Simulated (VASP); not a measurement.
Runs of VASP 6.6.1 on Te2Pt (Moncheite). It takes space group P-3m1 (No. 164, trigonal). The conventional cell has a = 4.051 Å, b = 4.051 Å, c = 5.078 Å, α = 90.00°, β = 90.00°, γ = 120.00°. Te (site symmetry 3m) has 3 Pt at 2.71 Å as nearest neighbours. Pt (site symmetry -3m) has 6 Te at 2.71 Å as nearest neighbours. 

```tsv
task	level	potentials or basis	spin	cell	cutoff (eV)	pressure (GPa)	largest force (eV/Å)
band structure	LDA	VASP PAW LDA potentials, release 64 (Te, Pt)	off	P-3m1, 24.05 Å³/atom	520	-2.3	(a)
band structure	PBE	VASP PAW PBE potentials, release 64 (Te, Pt)	SOC, no magnetisation	P-3m1, 24.05 Å³/atom	520	4.1	0.01
band structure	r2SCAN	VASP PAW PBE potentials, release 64 (Te, Pt)	off	P-3m1, 24.05 Å³/atom	520	(b)	0.19
relaxation of cell and atoms	PBE+D3(BJ)	VASP PAW PBE potentials, release 64 (Te, Pt)	off	relaxed	600	0.0	-
```

Alike in all rows: k mesh 12 × 12 × 7; smearing methfessel-paxton 0.1 eV.

Q: Fill in the values left out.

A: (a) 0.30; (b) 2.2.

Caveats: the PAW data sets were made with another functional, which shifts forces and pressure a little (some runs); pairwise dispersion overbinds metals, which lowers pressure and volume (some runs).
